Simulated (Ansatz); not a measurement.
MgF₂:
```xyz
6
Lattice="4.5557 0.0000 0.0000 0.0000 4.5557 0.0000 0.0000 0.0000 3.0122" Properties=species:S:1:pos:R:3 pbc="T T T"
Mg     2.2778     2.2778     1.5061
Mg     0.0000     0.0000     0.0000
F      3.1754     3.1754     0.0000
F      1.3803     1.3803     0.0000
F      3.6581     0.8976     1.5061
F      0.8976     3.6581     1.5061
```

Relaxed with LDA. Special points in fractions of this cell's reciprocal vectors: Γ (0.000, 0.000, 0.000); X (0.000, 0.500, 0.000); M (0.500, 0.500, 0.000); Z (0.000, 0.000, 0.500); R (0.000, 0.500, 0.500); A (0.500, 0.500, 0.500).

Problem. List the band energies nearest the valence-band maximum at these points for DFT-LDA in the program Ansatz with PAW potentials.

Solution. In eV from the valence-band maximum; about four levels below and three above (degenerate sets whole), none deeper than 8.9 eV; points with the same levels are listed once.

| k | below | above |
|---|---|---|
| Γ | -0.75 -0.33 -0.33 0.00 | 7.09 12.15 12.15 |
| X | -1.03 -1.03 -0.41 -0.41 | 9.53 9.53 13.39 13.39 |
| M | -1.01 -1.01 -0.85 -0.85 | 11.24 11.24 11.35 11.35 |
| Z | -1.28 -1.28 -0.93 -0.93 | 11.85 11.85 14.83 14.83 |
| R | -0.79 -0.79 -0.72 -0.72 | 12.72 12.72 13.50 13.50 |
| A | -0.66 -0.66 -0.51 -0.51 | 13.15 13.15 13.44 13.44 |

Space group P4_2/mnm (rutile). The cell was relaxed with LDA under the symmetry of its start.

Potentials: the later of the program's two PAW sets.
